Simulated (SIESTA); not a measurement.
## Al: band structure with AM05

Al:

```xyz
1
Lattice="0.0000 2.0248 2.0248 2.0248 0.0000 2.0248 2.0248 2.0248 0.0000" Properties=species:S:1:pos:R:3 pbc="T T T"
Al    0.0000    0.0000    0.0000
```

```json
{
 "Program": "SIESTA 5.4.2",
 "Task": "band structure",
 "Functional": "AM05",
 "Potentials or basis": "PseudoDojo 0.4 standard (PBEsol files)",
 "Basis": "DZP (energy shift 0.003 Ry)",
 "Grid cutoff": "500 Ry",
 "Energy shift": "0.003 Ry",
 "k mesh": "11 × 11 × 11",
 "Occupations": "fermi-dirac, width 0.05 eV",
 "Spin": "no spin polarisation"
}
```

The pressure is -3.0 GPa and the band gap on the k mesh is none (metal or under the smearing width).

Levels at the corners of the path, in eV from the Fermi level:
```csv
point,band 1,band 2,band 3,band 4,band 5,band 6,band 7
Γ,-11.07,12.64,12.64,12.64,14.33,14.33,14.33
X,-2.92,-1.50,5.25,5.64,5.64,13.42,25.30
W,-0.85,-0.85,0.14,1.19,16.44,16.54,16.54
K,-1.89,-1.36,-0.39,6.61,10.36,16.11,21.92
Γ,-11.07,12.64,12.64,12.64,14.33,14.33,14.33
L,-4.61,-4.23,11.49,11.49,11.57,11.57,25.14
U,-1.89,-1.36,-0.39,6.61,10.36,16.11,21.92
W,-0.85,-0.85,0.14,1.19,16.44,16.54,16.54
L,-4.61,-4.23,11.49,11.49,11.57,11.57,25.14
K,-1.89,-1.36,-0.39,6.61,10.36,16.11,21.92
U,-1.89,-1.36,-0.39,6.61,10.36,16.11,21.92
X,-2.92,-1.50,5.25,5.64,5.64,13.42,25.30
```

It took 20 s on 1 thread of AMD EPYC 9R45 96-Core Processor (Zen 5) (shared host), peak memory 0.22 GiB.

Caveat: the potentials were made for another functional, which shifts forces and pressure; the basis of atomic orbitals isn't converged, which shifts pressures, moduli and gaps.
